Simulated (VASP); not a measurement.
A run of VASP 6.6.1:

INCAR

```
SYSTEM = Si
  PREC = Accurate
  ENCUT = 600
  EDIFF = 1E-6
  ISMEAR = 1
  SIGMA = 0.1
  LREAL = .False.
  LASPH = .True.
  NELM = 80
  ALGO = Normal
  ISIF = 3
  LWAVE = .False.
  LCHARG = .False.
  GGA = CA
  IBRION = 2
  NSW = 90
  EDIFFG = -0.01
```

KPOINTS

```
Automatic mesh
0
Gamma
  18 18 15
  0 0 0
```

POSCAR

```
Si
1.0
    2.6205428149      0.0000000000      0.0000000000
   -1.3102714075      2.2694566494      0.0000000000
    0.0000000000      0.0000000000      2.4663543900
Si
1
Direct
    0.0000000000      0.0000000000      0.0000000000
```

Potentials or basis: VASP PAW LDA potentials, release 64 (Si).

Launch:

```console
$ cat potpaw_LDA.64/Si/POTCAR > POTCAR
$ mpirun -np 1 vasp_std > vasp.out
```

Hardware: 1 thread of Intel(R) Xeon(R) 6975P-C (Granite Rapids) (shared host).

Estimate the wall time of this run.

Run time: 13 s on 1 thread of Intel(R) Xeon(R) 6975P-C (Granite Rapids), on a shared host, peak memory 0.14 GiB. Counts: scf iterations 23, k points 296, ion steps 4.
